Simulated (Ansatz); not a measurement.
diamond against fcc along groups 8 to 10

The calculation used DFT, BLYP, plane waves (420 eV) with PAW, scalar-relativistic in Ansatz. (PAW data from PBE, frozen cores regenerated.)

Each structure is relaxed within its symmetry, in the lowest magnetic state of the tried starts. Differences under about 8 meV lie within the error of the k-point mesh.

```csv
element,E(diamond) − E(fcc) (meV/atom),V(diamond) (Å³/atom),V(fcc) (Å³/atom),state of diamond,state of fcc
Ru,626,21.23,14.51,spin not included,spin not included
Os,589,22.32,14.98,spin not included,spin not included
Co,918,17.14,11.41,ferromagnetic,ferromagnetic
Rh,717,22.14,14.82,spin not included,non-magnetic
Ir,520,22.64,15.26,spin not included,spin not included
Ni,862,17.47,11.45,ferromagnetic,ferromagnetic
Pd,777,26.06,16.38,ferromagnetic,spin not included
Pt,?,?,?,?,?
```

(1) Fill in the row of Pt.

## Answers

(1) E(diamond) − E(fcc) (meV/atom): 643; V(diamond) (Å³/atom): 25.57; V(fcc) (Å³/atom): 16.65; state of diamond: spin not included; state of fcc: spin not included.
